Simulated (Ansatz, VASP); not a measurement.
# BeS: VASP beside Ansatz

```
CELL_PARAMETERS angstrom
2.30610 2.30610 0.00000
-2.30610 2.30610 0.00000
0.00000 2.30610 2.30610
ATOMIC_POSITIONS crystal
Be 0.00000 0.00000 0.00000
S 0.75000 0.25000 0.50000
```

Alike in both runs: functional LDA; k mesh 8 × 8 × 8; no spin polarisation.

Ansatz relaxed the structure, and its values are those at the end. VASP's run is a single point on that final structure, the one shown.

|  | VASP | Ansatz |
| --- | --- | --- |
| version | VASP 6.6.1 | Ansatz 0.2.0 |
| potentials or method | VASP PAW LDA potentials, release 64 (Be, S) | PAW with Ansatz's default frozen-core files, scalar-relativistic |
| plane-wave cutoff (eV) | 520 | 420 |
| occupations | gaussian, width 0.01 eV | fixed |
| valence electrons in the cell | 8 | 8 |

```tsv
	VASP	Ansatz	Ansatz less VASP
gap on the k mesh at the Fermi level (eV)	2.53	2.53	-0.007
pressure (GPa)	15.0	15.0	-0.03
```

A k mesh can miss the band edges.
